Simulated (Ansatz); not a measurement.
Runs of Ansatz 0.2.0 on AlRu. Symmetry: Pm-3m, No. 221, cubic system. Conventional cell: a = 2.992 Å, b = 2.992 Å, c = 2.992 Å, α = 90.00°, β = 90.00°, γ = 90.00°. Ru (site symmetry m-3m) is surrounded by 8 Al at 2.59 Å. Al (site symmetry m-3m) has 8 Ru at 2.59 Å as nearest neighbours. 

| task | level | spin | cell | k mesh | smearing | points for each segment of the path | atoms under strain | gap on the mesh (eV) | pressure (GPa) | relaxed volume (Å³/atom) |
| --- | --- | --- | --- | --- | --- | --- | --- | --- | --- | --- |
| single point | PBE | off | as given | 9 × 9 × 9 | gaussian 0.019 eV | - | - | none | 2.5 | - |
| single point | PBE | off | as given | 9 × 9 × 9 | gaussian 0.023 eV | - | - | none | 2.5 | - |
| band structure | LDA | SOC, no magnetisation | as given | 7 × 7 × 7 | fermi-dirac 0.05 eV | 14 | - | none | -8.1 | - |
| single point | PBE | off | as given | 9 × 9 × 9 | gaussian 0.016 eV | - | - | none | 2.5 | - |
| single point | PBE | off | as given | 9 × 9 × 9 | gaussian 0.02 eV | - | - | none | 2.5 | - |
| relaxation of cell and atoms | LDA | off | relaxed | 9 × 9 × 9 | fermi-dirac 0.05 eV | - | - | none | 0.0 | 12.88 |
| single point | PBE | off | as given | 9 × 9 × 9 | gaussian 0.013 eV | - | - | none | 2.5 | - |
| relaxation of cell and atoms | PBEsol | off | relaxed | 9 × 9 × 9 | fermi-dirac 0.05 eV | - | - | none | 0.0 | 13.18 |
| relaxation of cell and atoms | revPBE+D4 | off | relaxed | 9 × 9 × 9 | fermi-dirac 0.05 eV | - | - | none | 0.0 | (a) |
| single point | PBE | off | as given | 9 × 9 × 9 | gaussian 0.018 eV | - | - | none | 2.5 | - |
| elastic constants | LDA | off | as given | 7 × 7 × 7 | fermi-dirac 0.05 eV | - | clamped | none | -8.1 | - |
| single point | PBE | off | as given | 9 × 9 × 9 | gaussian 0.021 eV | - | - | none | 2.5 | - |

Alike in all rows: potentials or basis Ansatz PAW; cutoff (eV) 420.

Problem. Estimate the missing entries.

Solution. (a) 13.13.

Caveats: the PAW data sets come from PBE, with cores solved anew for the run's functional, which leaves a small shift of forces and pressure (some runs); the plane-wave basis is chosen anew once the cell has moved, so the energies of steps on either side of that aren't comparable (some runs); pairwise dispersion overbinds metals, which lowers pressure and volume (some runs); the cell is more than 3 GPa from zero pressure, which shifts response properties (some runs); elastic constants of metals need much finer meshes, so these are rough (some runs).

A k mesh can miss the band edges, and rows without SOC leave out spin-orbit coupling on Ru.

A gap of «none» marks a metal or a gap under the smearing width.
